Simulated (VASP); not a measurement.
# CdS (Fm-3m) in VASP: a series of runs

The runs below take CdS through dielectric tensor, with PBEsol.

All numbers are computed with VASP 6.6.1; they aren't measurements. Logs are shortened: lines on timing, memory, paths and dates and some standing lists are left out, and cuts for length are marked.

### 1 The structure

The structure is cubic, space group Fm-3m (No. 225). The conventional cell has a = 5.506 Å, b = 5.506 Å, c = 5.506 Å, α = 90.00°, β = 90.00°, γ = 90.00°. Cd (site symmetry m-3m) has 6 S at 2.75 Å as nearest neighbours. S (site symmetry m-3m) has 6 Cd at 2.75 Å as nearest neighbours.

Measurements of this composition are mostly on another form, of space group No. 186.

### 2 Dielectric tensor, PBEsol

File INCAR:

```
PREC = Accurate
ENCUT = 300
EDIFF = 1E-8
ISMEAR = 0
SIGMA = 0.01
LREAL = F
LASPH = T
NELM = 100
ALGO = Normal
ISIF = 2
LWAVE = F
LCHARG = F
GGA = PS
LEPSILON = T
```

File KPOINTS:

```
regular mesh
0
Gamma
  4 4 4
```

File POSCAR:

```
CdS
1.0
    0.0000000000      2.7532440000      2.7532440000
    2.7532440000      0.0000000000      2.7532440000
    2.7532440000      2.7532440000      0.0000000000
Cd S
1 1
Direct
    0.0000000000      0.0000000000      0.0000000000
    0.5000000000      0.5000000000      0.5000000000
```

Potentials or basis: VASP PAW PBE potentials, release 64 (Cd, S).

Started as:

```sh
> cat potpaw_PBE.64/Cd/POTCAR potpaw_PBE.64/S/POTCAR > POTCAR
> mpirun -np 1 vasp_std > vasp.out
```

OUTCAR:

```text
PREC = Accurate
   ENCUT = 300
   EDIFF = 1E-8
   ISMEAR = 0
   LREAL = F
   LASPH = T
   NELM = 100
   ISIF = 2
   GGA = PS
   LEPSILON = T

 Found      8 irreducible k-points:

 Following reciprocal coordinates:
            Coordinates               Weight
  0.000000  0.000000  0.000000      1.000000
  0.250000  0.000000  0.000000      8.000000
  0.500000  0.000000  0.000000      4.000000
  0.250000  0.250000  0.000000      6.000000
  0.500000  0.250000  0.000000     24.000000
 -0.250000  0.250000  0.000000     12.000000
   k-points           NKPTS =      8   k-points in BZ     NKDIM =      8   number of bands    NBANDS=     13
   number of dos      NEDOS =    301   number of ions     NIONS =      2
   total plane-waves  NPLWV =  13824
   dimension x,y,z NGX =    24 NGY =   24 NGZ =   24
   dimension x,y,z NGXF=    48 NGYF=   48 NGZF=   48
   ions per type =               1   1
   NGX,Y,Z   is equivalent  to a cutoff of  10.25, 10.25, 10.25 a.u.
   NGXF,Y,Z  is equivalent  to a cutoff of  20.49, 20.49, 20.49 a.u.
 SYSTEM =  unknown system
   PREC   = accura    normal or accurate (medium, high low for compatibility)
   ISTART =      0    job   : 0-new  1-cont  2-samecut
   ICHARG =      2    charge: 1-file 2-atom 10-const
   ISPIN  =      1    spin polarized calculation?
   LNONCOLLINEAR =      F non collinear calculations
   LSORBIT =      F    spin-orbit coupling
   LASPH  =      T    aspherical Exc in radial PAW
   ENCUT  =  300.0 eV  22.05 Ry    4.70 a.u.   5.50  5.50  5.50*2*pi/ulx,y,z
   NELM   =    100;   NELMIN=  2; NELMDL= -5     # of ELM steps
   EDIFF  = 0.1E-07   stopping-criterion for ELM
   LREAL  =      F    real-space projection
   EDIFFG = 0.1E-06   stopping-criterion for IOM
   NSW    =      0    number of steps for IOM
   IBRION =     -1    ionic relax: 0-MD 1-quasi-New 2-CG
   NFREE  =      0    steps in history (QN), initial steepest desc. (CG)
   ISIF   =      2    stress and relaxation
   ISYM   =      2    0-nonsym 1-usesym 2-fastsym
   POTIM  = 0.5000    time-step for ionic-motion
   TEBEG  =    0.0;   TEEND  =   0.0 temperature during run
   PSTRESS=    0.0 pullay stress
   NELECT =      18.0000    total number of electrons
   NUPDOWN=      -1.0000    fix difference up-down
   EMIN   =  10.00;   EMAX   =-10.00  energy-range for DOS
   EFERMI =   0.00;   METHOD = LEGACY
   ISMEAR =     0;   SIGMA  =   0.01  broadening in eV -4-tet -1-fermi 0-gaus
   EFERMI_NEDOS =   21; number of points for ismear=-14 and -15
   IALGO  =     38    algorithm
   IMIX   =      4    mixing-type and parameters
     AMIX     =   0.40;   BMIX     =  1.00
     AMIX_MAG =   1.60;   BMIX_MAG =  1.00
  volume/ion in A,a.u.               =      20.87       140.84
  Fermi-wavevector in a.u.,A,eV,Ry     =   1.236833  2.337275 20.813583  1.529755
  Thomas-Fermi vector in A             =   2.371425
   LORBIT       =      0    0 simple, 1 ext, 2 COOP (PROOUT), +10 PAW based schemes
   GGA     = PS    functional components
   LHFCALC =     F    Hartree Fock is set to
   AEXX    =    0.0000 exact exchange contribution
   IVDW    =     0    specifies the selected vdW correction
   LEPSILON=     T    determine dielectric tensor
   LRPA    =     F    only Hartree local field effects (RPA)
 non-spin polarized calculation
 Gauss-broadening in eV      SIGMA  =   0.01
  energy-cutoff  :      300.00
  volume of cell :       41.74
 maximum number of plane-waves:       531
 NGX is ok and might be reduce to    24
   NGX = 11   NGY = 11   NGZ = 11

--------------------------------------- Ionic step        1  -------------------------------------------

 number of electron      18.0000013 magnetization

 E-fermi :   2.7062     XC(G=0): -10.5010

 val. band max:        2.6692909979   @ k =   0.5000   0.0000   0.0000
 cond. band min:       2.7417723869   @ k =   0.5000   0.5000   0.0000
 fundamental gap:      0.0724813890
 Fermi energy:         2.7061835809

 k-point     1 :       0.0000    0.0000    0.0000
  band No.  band energies     occupation
      1     -10.0184      2.00000
      2      -4.9406      2.00000
      3      -4.9406      2.00000
      4      -4.9406      2.00000
      5      -4.9404      2.00000
      6      -4.9404      2.00000
      7       1.9585      2.00000
      8       1.9585      2.00000
      9       1.9585      2.00000
     10       3.3351      0.00000
     11      11.7895      0.00000
     12      11.7895      0.00000
     13      11.7895      0.00000

 k-point     2 :       0.2500    0.0000    0.0000
  band No.  band energies     occupation
      1      -9.5317      2.00000
      2      -5.0899      2.00000
      3      -5.0899      2.00000
      4      -5.0083      2.00000
      5      -4.8425      2.00000
      6      -4.8425      2.00000
      7      -0.7332      2.00000
      8       2.2871      2.00000
      9       2.2871      2.00000
     10       5.7873      0.00000
     11       9.3340      0.00000
     12       9.9874      0.00000
     13       9.9874      0.00000

 k-point     3 :       0.5000    0.0000    0.0000
  band No.  band energies     occupation
      1      -8.8973      2.00000
      2      -5.2306      2.00000
      3      -5.2306      2.00000
      4      -5.1875      2.00000
      5      -4.7417      2.00000
      6      -4.7417      2.00000
      7      -2.1854      2.00000
      8       2.6693      2.00000
      9       2.6693      2.00000
     10       6.0037      0.00000
     11       8.4367      0.00000
     12       8.4367      0.00000
     13       9.2302      0.00000

 k-point     4 :       0.2500    0.2500    0.0000
  band No.  band energies     occupation
      1      -9.4709      2.00000
      2      -5.0705      2.00000
      3      -5.0176      2.00000
      4      -4.8874      2.00000
      5      -4.8317      2.00000
      6      -4.8317      2.00000
      7      -0.0665      2.00000
      8       1.2975      2.00000
      9       1.2975      2.00000
     10       5.5540      0.00000
     11       9.0492      0.00000
     12       9.5081      0.00000
     13      11.7603      0.00000

 k-point     5 :       0.5000    0.2500    0.0000
  band No.  band energies     occupation
      1      -9.0225      2.00000
      2      -5.0486      2.00000
      3      -5.0404      2.00000
      4      -4.9058      2.00000
      5      -4.7184      2.00000
      6      -4.6147      2.00000
      7      -1.5504      2.00000
      8       0.6670      2.00000
      9       1.4799      2.00000
     10       5.1345      0.00000
     11       8.7014      0.00000
     12      10.5017      0.00000
     13      10.6876      0.00000

 k-point     6 :      -0.2500    0.2500    0.0000
  band No.  band energies     occupation
      1      -9.0763      2.00000
      2      -5.1712      2.00000
      3      -5.1230      2.00000
      4      -4.9638      2.00000
      5      -4.7982      2.00000
      6      -4.6708      2.00000
      7      -1.2525      2.00000
      8       0.3779      2.00000
      9       2.5273      2.00000
     10       6.9226      0.00000
     11       7.9237      0.00000
     12       9.2884      0.00000
     13       9.8024      0.00000

 [... further k-points ...]

  FORCE on cell =-STRESS in cart. coord.  units (eV):
  Direction    XX          YY          ZZ          XY          YZ          ZX
  --------------------------------------------------------------------------------------
  -------------------------------------------------------------------------------------
  Total       -0.9721556     -0.9721556     -0.9721556     -0.0000000     -0.0000000     -0.0000000
  in kB      -37.3148983    -37.3148983    -37.3148983     -0.0000000     -0.0000000     -0.0000000
  external PRESSURE =     -37.3148983 kB  Pullay stress =       0.0000000 kB

 VOLUME and BASIS-vectors are now :
 -----------------------------------------------------------------------------
  energy-cutoff  :      300.00
  volume of cell :       41.74
      direct lattice vectors                 reciprocal lattice vectors
     0.000000000  2.753244000  2.753244000    -0.181603955  0.181603955  0.181603955
     2.753244000  0.000000000  2.753244000     0.181603955 -0.181603955  0.181603955
     2.753244000  2.753244000  0.000000000     0.181603955  0.181603955 -0.181603955

 POSITION                                       TOTAL-FORCE (eV/Angst)
 -----------------------------------------------------------------------------------
      0.00000      0.00000      0.00000         0.000000      0.000000     -0.000000
      2.75324      2.75324      2.75324        -0.000000     -0.000000      0.000000
 -----------------------------------------------------------------------------------
    total drift:                                0.000000     -0.000000     -0.000000

  FREE ENERGIE OF THE ION-ELECTRON SYSTEM (eV)
  ---------------------------------------------------
  free  energy   TOTEN  =        -6.5312526114 eV

  energy  without entropy=       -6.5312526097  energy(sigma->0) =       -6.53125261

 HEAD OF MICROSCOPIC STATIC DIELECTRIC TENSOR (INDEPENDENT PARTICLE, excluding Hartree and local field effects)
 ------------------------------------------------------
          18.292749    -0.000000     0.000000
           0.000000    18.292749     0.000000
          -0.000000     0.000000    18.292749
 ------------------------------------------------------

 Free energy of the ion-electron system (eV)
  ---------------------------------------------------
  ---------------------------------------------------
  free energy    TOTEN  =        -2.04053472 eV

  energy without entropy =       -2.04053472

------------------------ aborting loop because EDIFF is reached ----------------------------------------

--------------------------------------- Ionic step        2  -------------------------------------------

------------------------ aborting loop because EDIFF is reached ----------------------------------------

--------------------------------------- Ionic step        3  -------------------------------------------

 Free energy of the ion-electron system (eV)
  ---------------------------------------------------
  ---------------------------------------------------
  free energy    TOTEN  =        -2.04053089 eV

  energy without entropy =       -2.04053089

------------------------ aborting loop because EDIFF is reached ----------------------------------------

 PIEZOELECTRIC TENSOR FIELD DIRECTION 3  (e Angst)
 -----------------------------------------------------------------------------
     0.00463  0.00000  0.00000           ( -0.00000  0.00000  0.00000)
     0.00000  0.00463 -0.00000           (  0.00000 -0.00000 -0.00000)
    -0.00000  0.00000 -0.00939           (  0.00000 -0.00000  0.00005)

 PIEZOELECTRIC TENSOR FIELD DIRECTION 3  (C/m^2)
 -----------------------------------------------------------------------------
     0.00178  0.00000  0.00000
     0.00000  0.00178 -0.00000
    -0.00000  0.00000 -0.00360

 MACROSCOPIC STATIC DIELECTRIC TENSOR (including local field effects in DFT)
 ------------------------------------------------------
          17.876469    -0.000000     0.000000
          -0.000000    17.876469     0.000000
          -0.000000     0.000000    17.876469
 ------------------------------------------------------

 PIEZOELECTRIC TENSOR (including local field effects)  for field in x, y, z        (e  Angst)
          XX          YY          ZZ          XY          YZ          ZX
  --------------------------------------------------------------------------------
  x     0.00000     0.00000     0.00000     0.00000     0.00000     0.00000
  y     0.00000     0.00000     0.00000     0.00000     0.00000     0.00000
  z     0.00000     0.00000     0.00000     0.00000     0.00000     0.00000

 PIEZOELECTRIC TENSOR (including local field effects)  for field in x, y, z        (C/m^2)
          XX          YY          ZZ          XY          YZ          ZX
  --------------------------------------------------------------------------------
  x     0.00000     0.00000     0.00000     0.00000     0.00000     0.00000
  y     0.00000     0.00000     0.00000     0.00000     0.00000     0.00000
  z     0.00000     0.00000     0.00000     0.00000     0.00000     0.00000

 BORN EFFECTIVE CHARGES (including local field effects) (in |e|, cummulative output)
 ---------------------------------------------------------------------------------
 ion    1
    1     3.88688     0.00000    -0.00000
    2     0.00000     3.88688     0.00000
    3     0.00000     0.00000     3.88688
 ion    2
    1    -3.88688    -0.00000     0.00000
    2    -0.00000    -3.88688    -0.00000
    3    -0.00000    -0.00000    -3.88688
```

Wall time 23 s (1 thread of AMD EPYC 9R45 (Zen 5), shared host); peak memory 0.11 GiB.

These settings aren't checked as converged: the numbers below hold their error.

What came out:

```
Band gap on the k mesh                  : 0.07 eV, indirect (least direct gap 1.38 eV)
Electronic dielectric tensor (diagonal) : 17.88
Born charges (mean of the diagonal)     : Cd +3.89; S -3.89 e
```

Caveat: the k mesh is coarse (spacing up to 0.49 Å⁻¹), so the values aren't converged; the cutoff is under 1.25 times the usual one of these potentials, so pressure, stress and relaxed cells hold a basis-set (Pulay) error; the gap is small at this level, which inflates the dielectric constant; the PAW data sets were made with another functional, which shifts forces and pressure a little.

### 3 Dielectric tensor, PBEsol

Edit INCAR of step 2 so:

```diff
@@ -1,3 +1,3 @@
 PREC = Accurate
-ENCUT = 300
+ENCUT = 400
 EDIFF = 1E-8
```

KPOINTS is that of step 2.

POSCAR is that of step 2.

Potentials or basis: VASP PAW PBE potentials, release 64 (Cd, S).

Started as:

```sh
> cat potpaw_PBE.64/Cd/POTCAR potpaw_PBE.64/S/POTCAR > POTCAR
> mpirun -np 1 vasp_std > vasp.out
```

OUTCAR:

```text
PREC = Accurate
   ENCUT = 400
   EDIFF = 1E-8
   ISMEAR = 0
   LREAL = F
   LASPH = T
   NELM = 100
   ISIF = 2
   GGA = PS
   LEPSILON = T

 Found      8 irreducible k-points:

 Following reciprocal coordinates:
            Coordinates               Weight
  0.000000  0.000000  0.000000      1.000000
  0.250000  0.000000  0.000000      8.000000
  0.500000  0.000000  0.000000      4.000000
  0.250000  0.250000  0.000000      6.000000
  0.500000  0.250000  0.000000     24.000000
 -0.250000  0.250000  0.000000     12.000000
   k-points           NKPTS =      8   k-points in BZ     NKDIM =      8   number of bands    NBANDS=     13
   number of dos      NEDOS =    301   number of ions     NIONS =      2
   total plane-waves  NPLWV =  21952
   dimension x,y,z NGX =    28 NGY =   28 NGZ =   28
   dimension x,y,z NGXF=    56 NGYF=   56 NGZF=   56
   ions per type =               1   1
   NGX,Y,Z   is equivalent  to a cutoff of  11.95, 11.95, 11.95 a.u.
   NGXF,Y,Z  is equivalent  to a cutoff of  23.91, 23.91, 23.91 a.u.
 SYSTEM =  unknown system
   PREC   = accura    normal or accurate (medium, high low for compatibility)
   ISTART =      0    job   : 0-new  1-cont  2-samecut
   ICHARG =      2    charge: 1-file 2-atom 10-const
   ISPIN  =      1    spin polarized calculation?
   LNONCOLLINEAR =      F non collinear calculations
   LSORBIT =      F    spin-orbit coupling
   LASPH  =      T    aspherical Exc in radial PAW
   ENCUT  =  400.0 eV  29.40 Ry    5.42 a.u.   6.35  6.35  6.35*2*pi/ulx,y,z
   NELM   =    100;   NELMIN=  2; NELMDL= -5     # of ELM steps
[... 210 lines left out ...]

 PIEZOELECTRIC TENSOR FIELD DIRECTION 3  (e Angst)
 -----------------------------------------------------------------------------
     0.00463  0.00000  0.00000           ( -0.00000  0.00000  0.00000)
     0.00000  0.00463 -0.00000           (  0.00000 -0.00000  0.00000)
     0.00000  0.00000 -0.00939           (  0.00000  0.00000  0.00005)

 PIEZOELECTRIC TENSOR FIELD DIRECTION 3  (C/m^2)
 -----------------------------------------------------------------------------
     0.00178  0.00000  0.00000
     0.00000  0.00178 -0.00000
     0.00000  0.00000 -0.00360

 MACROSCOPIC STATIC DIELECTRIC TENSOR (including local field effects in DFT)
 ------------------------------------------------------
          17.829316     0.000000    -0.000000
          -0.000000    17.829316    -0.000000
           0.000000     0.000000    17.829316
 ------------------------------------------------------

 PIEZOELECTRIC TENSOR (including local field effects)  for field in x, y, z        (e  Angst)
          XX          YY          ZZ          XY          YZ          ZX
  --------------------------------------------------------------------------------
  x     0.00000     0.00000     0.00000     0.00000     0.00000     0.00000
  y     0.00000     0.00000     0.00000     0.00000     0.00000     0.00000
  z     0.00000     0.00000     0.00000     0.00000     0.00000     0.00000

 PIEZOELECTRIC TENSOR (including local field effects)  for field in x, y, z        (C/m^2)
          XX          YY          ZZ          XY          YZ          ZX
  --------------------------------------------------------------------------------
  x     0.00000     0.00000     0.00000     0.00000     0.00000     0.00000
  y     0.00000     0.00000     0.00000     0.00000     0.00000     0.00000
  z     0.00000     0.00000     0.00000     0.00000     0.00000     0.00000

 BORN EFFECTIVE CHARGES (including local field effects) (in |e|, cummulative output)
 ---------------------------------------------------------------------------------
 ion    1
    1     3.88742     0.00000     0.00000
    2    -0.00000     3.88742     0.00000
    3     0.00000     0.00000     3.88742
 ion    2
    1    -3.88742    -0.00000     0.00000
    2     0.00000    -3.88742     0.00000
    3     0.00000     0.00000    -3.88742
```

It took 33 s on 1 thread of AMD EPYC 9R45 (Zen 5), shared host; peak memory 0.13 GiB.

The run converged, but some of its settings lie outside the range that counts as converged, so its numbers aren't taken as properties of the crystal.

Results:

| Quantity | Value |
| --- | --- |
| Band gap on the k mesh | 0.08 eV, indirect (least direct gap 1.38 eV) |
| Electronic dielectric tensor (diagonal) | 17.83 |
| Born charges (mean of the diagonal) | Cd +3.89; S -3.89 e |

Caveat: the k mesh is coarse (spacing up to 0.49 Å⁻¹), so the values aren't converged; the gap is small at this level, which inflates the dielectric constant; the PAW data sets were made with another functional, which shifts forces and pressure a little.

[end of part 1 of 2]
